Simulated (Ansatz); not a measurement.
Born–Oppenheimer molecular dynamics of a periodic cell of 24 atoms, SiO2 (start crystal SiO2, start structure P4_2/mnm, volume 1.1 times the crystal's). It starts from an unrelaxed structure (largest force component 0.27 eV/Å).

All numbers below come from DFT PBEsol, scalar-relativistic, plane waves, PAW (Ansatz). Settings: accuracy low, cutoff 420 eV, k mesh 2x2x2, fermi-dirac smearing 0.24 eV, no spin polarisation.

```yaml
ensemble: NVT, Langevin thermostat
time_step: 1.12 fs
steps_asked: 90
set_temperature: 2800 K
friction: 0.02 /fs
seed: 74732
```

Frames 11.2 fs apart, positions in Å, forces in eV/Å.

Velocities at 0.0 fs (Å/ps):

```
Si -1.91 5.21 9.35
Si 4.39 -2.16 13.49
O -7.49 -1.40 -8.04
O -8.00 1.55 4.42
O 2.23 -5.62 16.21
O 10.97 0.94 29.13
Si 1.03 10.68 4.46
Si 2.87 -22.46 -21.29
O -12.73 -4.10 -4.60
O -21.86 2.39 -3.98
O 13.57 -1.45 -2.44
O 13.62 3.37 8.40
Si 0.89 -4.45 -18.23
Si 5.54 -1.46 -6.62
O -9.36 -1.57 20.90
O -1.97 21.98 -0.03
O 5.84 2.65 -2.58
O -0.03 3.70 0.19
Si 6.93 0.50 0.68
Si -13.16 -9.57 13.95
O 0.11 -1.80 -24.60
O 10.36 -11.16 3.41
O 4.62 11.59 -4.50
O -11.44 20.55 -24.49
```

```xyz
24
Lattice="-4.2936 -4.2936 0.0000 4.2936 -4.2936 0.0000 0.0000 0.0000 5.4944" Properties=species:S:1:pos:R:3:forces:R:3 time_fs=0.0 energy_less_start_eV=0.000 T=2683
Si 0.000 -4.294 0.000 0.00 0.00 0.00
Si 2.147 -2.147 1.374 0.00 0.00 0.00
O 1.315 -2.978 0.000 0.27 0.27 0.00
O 0.832 -0.832 1.374 -0.27 0.27 0.00
O -1.315 -5.609 0.000 -0.27 -0.27 0.00
O 3.462 -3.462 1.374 0.27 -0.27 0.00
Si 0.000 -4.294 2.747 0.00 0.00 0.00
Si 2.147 -2.147 4.121 0.00 0.00 0.00
O 1.315 -2.978 2.747 0.27 0.27 0.00
O 0.832 -0.832 4.121 -0.27 0.27 0.00
O -1.315 -5.609 2.747 -0.27 -0.27 0.00
O 3.462 -3.462 4.121 0.27 -0.27 0.00
Si 0.000 0.000 0.000 0.00 0.00 0.00
Si -2.147 -2.147 1.374 0.00 0.00 0.00
O -2.978 -2.978 0.000 0.27 0.27 0.00
O 0.832 -5.125 1.374 -0.27 0.27 0.00
O -1.315 -1.315 0.000 -0.27 -0.27 0.00
O -0.832 -3.462 1.374 0.27 -0.27 0.00
Si 0.000 0.000 2.747 0.00 0.00 0.00
Si -2.147 -2.147 4.121 0.00 0.00 0.00
O -2.978 -2.978 2.747 0.27 0.27 0.00
O 0.832 -5.125 4.121 -0.27 0.27 0.00
O -1.315 -1.315 2.747 -0.27 -0.27 0.00
O -0.832 -3.462 4.121 0.27 -0.27 0.00
24
Lattice="-4.2936 -4.2936 0.0000 4.2936 -4.2936 0.0000 0.0000 0.0000 5.4944" Properties=species:S:1:pos:R:3:forces:R:3 time_fs=11.2 energy_less_start_eV=5.746 T=1126
Si -0.055 -4.276 0.115 0.99 -0.91 -2.39
Si 2.132 -2.095 1.450 0.83 -0.80 -4.18
O 1.306 -2.981 -0.132 -0.14 -0.19 0.71
O 0.713 -0.829 1.347 3.05 -1.50 -0.34
O -1.299 -5.691 0.127 0.36 1.58 -1.69
O 3.432 -3.495 1.604 -1.83 2.74 -4.44
Si -0.042 -4.190 2.772 -0.03 -2.07 -0.67
Si 2.152 -2.316 3.905 1.04 0.89 6.44
O 1.179 -2.995 2.731 2.47 2.12 -0.66
O 0.662 -0.810 4.114 3.83 -1.30 -1.80
O -1.205 -5.626 2.761 -3.03 -0.54 0.33
O 3.574 -3.389 4.115 -1.56 0.62 -0.21
Si -0.036 -0.072 -0.095 -0.46 1.37 3.10
Si -2.068 -2.112 1.333 0.06 1.67 2.79
O -2.990 -3.012 0.056 0.54 0.79 -0.84
O 0.837 -4.988 1.346 0.26 -0.90 0.87
O -1.262 -1.279 0.032 -2.43 -1.46 -0.87
O -0.855 -3.447 1.334 0.07 0.55 0.53
Si 0.080 0.032 2.703 -1.45 -0.43 0.47
Si -2.292 -2.184 4.241 2.38 0.98 -4.22
O -2.905 -2.978 2.527 -0.91 -0.30 3.39
O 0.922 -5.211 4.035 -3.05 2.63 0.98
O -1.252 -1.182 2.678 -2.00 -2.58 0.34
O -0.904 -3.265 3.953 1.02 -2.97 2.39
24
Lattice="-4.2936 -4.2936 0.0000 4.2936 -4.2936 0.0000 0.0000 0.0000 5.4944" Properties=species:S:1:pos:R:3:forces:R:3 time_fs=22.4 energy_less_start_eV=6.034 T=2114
Si -0.107 -4.253 0.018 0.19 0.65 -0.89
Si 2.123 -2.006 1.427 1.38 -1.15 -1.69
O 1.377 -3.016 -0.220 -1.34 -0.01 2.44
O 0.768 -0.812 1.308 0.80 -0.34 0.00
O -1.239 -5.641 0.187 0.12 1.79 -1.60
O 3.275 -3.493 1.506 1.91 0.24 -2.58
Si -0.028 -4.218 2.709 -1.47 0.88 0.26
Si 2.160 -2.350 3.939 0.52 3.15 4.81
O 1.258 -2.815 2.722 -1.71 -1.95 -2.69
O 0.717 -0.795 4.000 0.33 0.75 1.95
O -1.236 -5.655 2.870 -1.49 1.73 -2.73
O 3.554 -3.197 4.131 1.16 -4.12 0.02
Si -0.073 -0.058 0.018 0.65 2.37 -2.84
Si -1.994 -1.891 1.384 -3.61 -3.50 4.41
O -3.044 -2.973 -0.082 -0.40 0.07 2.38
O 0.859 -4.957 1.423 0.28 -0.78 -1.83
O -1.302 -1.339 0.072 0.06 2.02 -3.82
O -0.818 -3.402 1.342 0.12 0.50 0.07
Si 0.070 0.093 2.659 -0.89 0.38 2.13
Si -2.415 -2.088 4.236 3.27 -1.01 -5.09
O -2.877 -3.022 2.545 -1.01 1.55 1.57
O 0.821 -5.077 3.912 -0.29 0.29 3.40
O -1.316 -1.161 2.713 -0.15 -0.68 0.94
O -0.919 -3.258 4.017 1.58 -2.84 1.40
24
Lattice="-4.2936 -4.2936 0.0000 4.2936 -4.2936 0.0000 0.0000 0.0000 5.4944" Properties=species:S:1:pos:R:3:forces:R:3 time_fs=33.6 energy_less_start_eV=6.959 T=2416
Si -0.163 -4.243 -0.169 2.16 3.03 4.38
Si 2.175 -1.940 1.365 -0.20 -2.06 1.48
O 1.382 -3.126 -0.147 -0.12 2.57 0.97
O 0.906 -0.782 1.420 -3.72 1.85 -2.32
O -1.277 -5.403 0.090 -2.74 -4.40 -0.23
O 3.144 -3.492 1.314 4.96 -1.77 0.72
Si 0.035 -4.231 2.656 -2.30 2.40 0.87
Si 2.184 -2.230 4.152 -1.99 1.93 -2.97
O 1.305 -2.787 2.642 -0.76 -2.80 1.63
O 0.841 -0.881 3.990 -1.70 1.63 2.18
O -1.330 -5.616 2.759 1.56 1.60 -0.65
O 3.570 -3.205 4.107 0.06 -3.05 -0.38
Si -0.036 0.050 0.048 0.66 0.45 -3.81
Si -2.084 -1.760 1.557 -2.25 -4.93 -5.15
O -3.061 -3.032 -0.105 -0.15 1.58 1.70
O 0.852 -5.054 1.474 0.92 -1.22 -1.83
O -1.395 -1.213 -0.095 -0.41 -0.24 2.24
O -0.737 -3.411 1.399 -1.09 1.27 -1.09
Si -0.048 0.036 2.637 1.81 1.08 4.07
Si -2.454 -2.039 4.141 1.98 -2.87 0.97
O -2.945 -3.026 2.698 -0.20 2.50 -0.09
O 0.674 -4.998 4.045 2.18 -2.46 0.27
O -1.406 -1.234 2.875 1.93 1.75 1.37
O -0.964 -3.441 4.239 -0.59 2.17 -4.35
24
Lattice="-4.2936 -4.2936 0.0000 4.2936 -4.2936 0.0000 0.0000 0.0000 5.4944" Properties=species:S:1:pos:R:3:forces:R:3 time_fs=44.8 energy_less_start_eV=8.449 T=2488
Si -0.198 -4.175 -0.139 1.14 -0.08 2.61
Si 2.169 -1.935 1.404 -1.80 -2.64 -2.13
O 1.410 -3.049 -0.067 -2.23 0.24 0.93
O 0.866 -0.596 1.470 -0.38 -2.57 -2.67
O -1.528 -5.408 -0.052 2.01 -1.71 2.79
O 3.279 -3.518 1.243 1.88 1.06 2.19
Si 0.097 -4.134 2.652 -3.45 -0.75 1.72
Si 2.050 -2.103 4.234 1.23 0.02 -3.59
O 1.232 -2.891 2.659 0.89 -0.30 1.37
O 0.926 -0.907 4.130 -3.49 2.44 -0.82
O -1.401 -5.575 2.639 2.46 0.96 3.03
O 3.662 -3.402 4.074 -3.44 1.97 -2.17
Si 0.011 0.218 -0.109 -0.11 -3.04 2.72
Si -2.209 -1.818 1.577 4.24 -4.95 -2.90
O -2.992 -3.015 -0.138 0.38 1.73 2.46
O 0.865 -5.178 1.492 -4.45 4.15 -0.55
O -1.478 -1.048 -0.184 0.04 -2.60 3.80
O -0.873 -3.336 1.370 1.26 -0.72 -0.36
Si -0.031 -0.056 2.719 0.13 2.27 1.92
Si -2.410 -2.036 4.085 1.16 -1.12 5.23
O -3.042 -2.937 2.836 1.26 1.52 -2.73
O 0.587 -5.187 4.203 0.77 1.19 -1.84
O -1.359 -1.187 3.133 -0.08 -0.31 -6.80
O -1.007 -3.570 4.154 0.60 3.26 -4.21
24
Lattice="-4.2936 -4.2936 0.0000 4.2936 -4.2936 0.0000 0.0000 0.0000 5.4944" Properties=species:S:1:pos:R:3:forces:R:3 time_fs=56.0 energy_less_start_eV=8.132 T=2806
Si -0.158 -4.104 -0.010 1.08 -1.92 -1.00
Si 2.143 -1.959 1.395 -0.19 -1.06 0.69
O 1.222 -2.887 0.045 -1.31 -0.61 -1.07
O 0.793 -0.604 1.438 1.37 -3.20 -0.91
O -1.633 -5.506 -0.041 3.26 1.88 0.75
O 3.510 -3.458 1.182 -1.86 3.04 1.80
Si 0.086 -4.079 2.711 -3.43 -3.67 0.74
Si 1.903 -1.953 4.184 2.79 -2.75 -2.49
O 1.302 -3.045 2.801 2.53 3.72 0.34
O 0.754 -0.816 4.074 -0.19 0.98 1.01
O -1.355 -5.516 2.719 -2.25 -2.12 0.39
O 3.478 -3.526 4.003 -1.10 4.04 1.81
Si 0.074 0.278 -0.191 -1.83 -1.43 4.84
Si -2.171 -1.956 1.473 -0.10 0.49 -0.19
O -2.867 -2.921 -0.111 -2.33 -3.51 4.15
O 0.647 -4.991 1.488 1.55 -1.28 -3.33
O -1.591 -0.975 -0.123 1.25 -3.25 2.87
O -0.988 -3.344 1.349 1.22 0.57 -0.85
Si -0.021 0.008 2.826 -0.39 1.29 -6.11
Si -2.295 -2.068 4.216 2.27 3.70 -4.94
O -3.062 -2.826 2.754 0.72 -0.27 -0.56
O 0.597 -5.416 4.187 -1.96 5.68 0.11
O -1.326 -1.187 2.953 -1.60 -1.40 -3.95
O -0.958 -3.474 3.804 0.52 1.09 5.93
24
Lattice="-4.2936 -4.2936 0.0000 4.2936 -4.2936 0.0000 0.0000 0.0000 5.4944" Properties=species:S:1:pos:R:3:forces:R:3 time_fs=67.2 energy_less_start_eV=7.709 T=3054
Si -0.111 -4.046 0.036 0.78 -2.34 -0.83
Si 2.164 -1.988 1.401 -0.80 -0.68 0.33
O 1.130 -2.846 0.036 0.37 0.16 -1.27
O 0.949 -0.714 1.413 -3.27 0.64 0.50
O -1.568 -5.564 0.017 1.73 1.40 -2.78
O 3.635 -3.145 1.320 -3.04 -1.77 -0.83
Si -0.044 -4.132 2.813 0.99 -2.73 -2.52
Si 1.856 -1.879 4.095 2.52 -1.74 2.03
O 1.429 -3.072 2.941 -4.05 0.93 -2.80
O 0.690 -0.623 4.106 0.09 -1.04 -0.44
O -1.424 -5.581 2.816 -0.21 1.53 -0.28
O 3.291 -3.434 3.908 2.83 -0.38 4.04
Si 0.020 0.347 -0.070 -1.61 -0.88 -0.62
Si -2.114 -2.067 1.365 -3.65 -3.10 -0.50
O -2.980 -2.959 0.113 0.37 1.22 -3.68
O 0.491 -4.846 1.343 2.57 -2.32 1.75
O -1.645 -1.171 0.100 3.24 2.05 -3.38
O -1.032 -3.361 1.198 -0.25 1.61 2.38
Si -0.055 0.157 2.648 0.47 0.63 -0.24
Si -2.169 -1.985 4.191 -2.95 -0.12 -2.52
O -3.095 -2.767 2.587 0.67 -0.73 2.69
O 0.606 -5.325 4.168 -0.47 4.15 -0.35
O -1.409 -1.230 2.472 2.72 3.51 5.52
O -1.019 -3.294 3.850 0.94 0.01 3.81
24
Lattice="-4.2936 -4.2936 0.0000 4.2936 -4.2936 0.0000 0.0000 0.0000 5.4944" Properties=species:S:1:pos:R:3:forces:R:3 time_fs=78.4 energy_less_start_eV=8.811 T=2139
Si -0.058 -4.034 0.009 -0.42 -0.78 0.27
Si 2.146 -2.009 1.368 -2.66 0.77 -1.36
O 1.201 -2.792 -0.044 0.33 -0.65 0.78
O 0.944 -0.745 1.364 -3.22 2.66 -0.12
O -1.409 -5.527 -0.085 -0.06 1.21 -0.46
O 3.590 -2.896 1.354 -1.77 -4.42 -1.56
Si -0.169 -4.259 2.837 0.99 1.72 -3.44
Si 1.852 -1.795 4.061 0.01 -2.96 3.25
O 1.284 -3.005 2.931 -1.38 1.35 -2.85
O 0.744 -0.576 4.089 -0.58 -0.06 -0.13
O -1.520 -5.561 2.818 2.71 3.23 -1.62
O 3.361 -3.436 3.996 0.28 0.88 1.15
Si -0.082 0.428 -0.044 -0.46 -2.67 -5.36
Si -2.159 -2.162 1.347 -1.69 2.47 -0.42
O -3.129 -2.879 0.090 1.76 2.02 -2.16
O 0.569 -4.886 1.337 0.49 -0.31 1.11
O -1.536 -1.304 0.064 1.18 4.41 -1.95
O -1.012 -3.272 1.147 1.36 -2.10 3.59
Si -0.070 0.255 2.408 0.66 -2.32 7.13
Si -2.156 -1.863 4.117 -2.28 0.38 -1.05
O -3.154 -2.753 2.577 2.82 0.55 2.34
O 0.650 -5.068 4.030 0.49 0.43 2.21
O -1.306 -1.041 2.378 -1.49 -1.04 2.89
O -1.026 -3.054 4.155 2.93 -4.75 -2.26
24
Lattice="-4.2936 -4.2936 0.0000 4.2936 -4.2936 0.0000 0.0000 0.0000 5.4944" Properties=species:S:1:pos:R:3:forces:R:3 time_fs=89.6 energy_less_start_eV=6.547 T=3448
Si -0.107 -4.054 -0.040 2.12 -3.53 1.90
Si 2.021 -1.977 1.257 0.75 1.00 1.79
O 1.355 -2.771 -0.110 -1.01 -0.44 2.03
O 0.696 -0.591 1.292 1.99 -0.41 -2.43
O -1.281 -5.376 -0.270 -2.08 -1.22 2.88
O 3.493 -2.976 1.257 -0.78 -2.46 0.10
Si -0.213 -4.212 2.702 2.32 2.46 0.05
Si 1.821 -1.802 4.094 3.60 -1.40 -2.42
O 1.115 -2.804 2.732 1.86 2.76 -1.53
O 0.814 -0.573 4.057 -1.81 1.23 -0.02
O -1.415 -5.316 2.729 -2.85 -2.28 -1.20
O 3.393 -3.446 3.956 -1.57 2.78 -1.68
Si -0.136 0.376 -0.220 1.34 -1.74 1.18
Si -2.255 -2.149 1.324 -1.11 3.56 -0.49
O -3.215 -2.686 -0.098 2.71 0.96 0.43
O 0.761 -4.887 1.421 -1.11 0.49 -2.56
O -1.288 -1.180 -0.101 -1.29 1.75 1.24
O -0.987 -3.212 1.272 1.55 -2.19 1.41
Si -0.082 0.228 2.453 -0.98 1.70 4.96
Si -2.104 -1.732 4.053 -1.85 -0.86 -0.96
O -3.056 -2.764 2.796 2.05 0.94 -1.85
O 0.724 -4.786 3.930 3.06 -2.83 3.37
O -1.309 -0.942 2.557 -2.63 -4.01 0.83
O -0.773 -3.221 4.340 -4.30 3.74 -7.03
```

Of the whole run (101 fs, mean temperature of the second half 2901 K): A run of 0.1 ps of so small a system gives no equilibrium averages. Limits of this set-up: coarse k mesh, low accuracy level.

Time of the run: 11 min on 1 CPU thread of a shared host.
